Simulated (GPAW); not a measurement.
A run of GPAW 26.7.0:

File run.py:

```python
from ase import Atoms
from ase.dft.bandgap import bandgap
from ase.io import write
from ase.units import GPa
from gpaw import GPAW, PW

atoms = Atoms(['Co', 'O'],
              cell=[[1.5054695445, 0.8691832468, 2.4399269062],
                    [-1.5054695445, 0.8691832468, 2.4399269062],
                    [0.0, -1.7383664936, 2.4399269062]],
              scaled_positions=[[0.0, 0.0, 0.0],
                                [0.5, 0.5, 0.5]],
              pbc=True)
atoms.set_initial_magnetic_moments([2.0, 0.0])

calc = GPAW(mode=PW(800),
            xc='PBE',
            kpts={'size': (11, 11, 11), 'gamma': True},
            occupations={'name': 'methfessel-paxton', 'order': 0, 'width': 0.1},
            nbands=17,
            convergence={'density': 1e-05, 'energy': 1e-05},
            maxiter=150,
            txt='gpaw.txt')
atoms.calc = calc
energy = atoms.get_potential_energy()
forces = atoms.get_forces()
stress = atoms.get_stress()
calc.write('gs.gpw')
write('result.traj', atoms)
print(f'Energy: {energy:.6f} eV')
print('Forces (eV/A):')
print(forces.round(4))
print('Stress (GPa):', (stress / GPa).round(3))
print('Moments:', calc.get_magnetic_moments().round(3))
print('Fermi level:', round(calc.get_fermi_level(), 4), 'eV')
print(f'Gap: {bandgap(calc)[0]:.4f} eV, direct: {bandgap(calc, direct=True)[0]:.4f} eV')
```

Potentials or basis: GPAW PAW data sets (gpaw-data 1.2.1), pw.

Run with:

```sh
$ OMP_NUM_THREADS=1 python run.py
```

Hardware: 1 thread of Arm Neoverse V1 (shared host).

**Question.** Estimate the wall time of this run.

**Answer.** It took 120 s on 1 thread of Arm Neoverse V1, on a shared host, peak memory 0.25 GiB. Counts: scf iterations 16, plane waves 995, bands 17, k points 146.
